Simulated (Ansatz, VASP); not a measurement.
# Al: VASP beside Ansatz

The input INCAR:

```
SYSTEM = Al
PREC = Accurate
ENCUT = 600
EDIFF = 1E-7
ISMEAR = -1
SIGMA = 0.05
LREAL = .False.
LASPH = .True.
NELM = 80
ALGO = Normal
ISIF = 3
LWAVE = .False.
LCHARG = .False.
GGA = RP
IBRION = 2
NSW = 60
EDIFFG = -0.01
```

The input KPOINTS:

```
regular mesh
0
Gamma
  11 11 11
  0 0 0
```

Contents of POSCAR:

```
Al
1.0
    0.0000000000      2.0248050000      2.0248050000
    2.0248050000      0.0000000000      2.0248050000
    2.0248050000      2.0248050000      0.0000000000
Al
1
Direct
    0.0000000000      0.0000000000      0.0000000000
```

Contents of input.yaml:

```yaml
crystal:
  lattice:
    - [0.0, 2.024805, 2.024805]
    - [2.024805, 0.0, 2.024805]
    - [2.024805, 2.024805, 0.0]
  atoms:
    - { symbol: Al, position: [0.0, 0.0, 0.0] }
hamiltonian:
  xc: rpbe
  pseudopotentials: { kind: paw }
kpoints:
  mp_grid: { grid: [11, 11, 11] }
scf:
  occupations: { method: fermi_dirac, width: 0.05 }
output:
  forces: true
  stress: true
relax:
  f_tol: 0.01
  max_steps: 40
  cell: { stress_tol: 0.05 }
```

Alike in both runs: task relaxation of cell and atoms; functional RPBE; k mesh 11 × 11 × 11; occupations fermi-dirac, width 0.05 eV; no spin polarisation.

|  | VASP | Ansatz |
| --- | --- | --- |
| version | VASP 6.6.1 | Ansatz 0.2.0 |
| potentials or method | VASP PAW PBE potentials, release 64 (Al) | Ansatz PAW |
| plane-wave cutoff (eV) | 600 | 420 |
| valence electrons in the cell | 3 | 3 |

VASP gave:

| Quantity | Value |
| --- | --- |
| relaxed volume (Å³/atom) | 16.78 |
| relaxed cell length with the largest relative difference (Å) | 2.874 |

Problem. Which values does Ansatz return?

Solution. Relaxed volume (Å³/atom): 16.82; relaxed cell length with the largest relative difference (Å): 2.876.

Caveats: the PAW data sets were made with another functional, which shifts forces and pressure a little (VASP); the plane-wave basis is chosen anew once the cell has moved, so the energies of steps on either side of that aren't comparable (Ansatz); the PAW data sets come from PBE, with cores solved anew for the run's functional, which leaves a small shift of forces and pressure (Ansatz). Zero-point motion and thermal expansion aren't in these numbers.
